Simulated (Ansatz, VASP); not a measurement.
**C in VASP and in Ansatz**

File INCAR:

```
ALGO = Fast ; EDIFF = 1E-7
ENCUT = 520 ; GGA = PE
ISIF = 2 ; ISMEAR = -1
LASPH = T ; LCHARG = F
LREAL = F ; LWAVE = F
NBANDS = 11 ; NELM = 100
PREC = Accurate ; SIGMA = 0.02
```

KPOINTS

```
k-points
0
Gamma
  12 12 12
```

Contents of POSCAR:

```
C
1.0
    0.0000000000      1.7801241411      1.7112333368
    1.7801241411      0.0000000000      1.7112333368
    1.7801241411      1.7801241411      0.0000000000
C
2
Direct
    0.0000000000      0.0000000000      0.0000000000
    0.2500000000      0.2500000000      0.2500000000
```

Input for Ansatz:

```yaml
crystal:
  lattice:
    - [0.0, 1.7801241411, 1.7112333368]
    - [1.7801241411, 0.0, 1.7112333368]
    - [1.7801241411, 1.7801241411, 0.0]
  atoms:
    - { symbol: C, position: [0.0, 0.0, 0.0] }
    - { symbol: C, position: [0.25, 0.25, 0.25] }
kpoints:
  mp_grid: { grid: [12, 12, 12] }
  band_path:
    path:
      - [0.0, 0.0, 0.0]
      - [0.5, 0.0, 0.5]
      - [0.625, 0.25, 0.625]
      - [0.375, 0.375, 0.75]
      - [0.5, 0.5, 0.5]
      - [0.5, 0.25, 0.75]
      - [0.371094, 0.371094, 0.0]
    npoints: 1
hamiltonian:
  xc: pbe
scf:
  occupations: { method: fermi_dirac, width: 0.02 }
  n_extra_bands: 4
output:
  forces: true
  stress: true
  eigenvalues: true
```

Change from the starting cell: uniaxial_z strain -3.9%.

Alike in both runs: task single point; functional PBE; k mesh 12 × 12 × 12; occupations fermi-dirac, width 0.02 eV; no spin polarisation.

```csv
,VASP,Ansatz
version,VASP 6.6.1,Ansatz 0.2.0
potentials or method,"VASP PAW PBE potentials, release 64 (C)","plane waves, PAW"
plane-wave cutoff (eV),520,420
valence electrons in the cell,8,8
```

```tsv
	VASP	Ansatz	Ansatz less VASP
gap on the k mesh at the Fermi level (eV)	3.24	3.25	+0.007
pressure (GPa)	24.1	23.2	-0.87
largest component of the traceless stress (GPa)	24.59	24.62	+0.028
```

Caveats: so large a pressure means that the cell lies far from this level's equilibrium, or that cutoff or potentials fall short (VASP). A k mesh can miss the band edges.
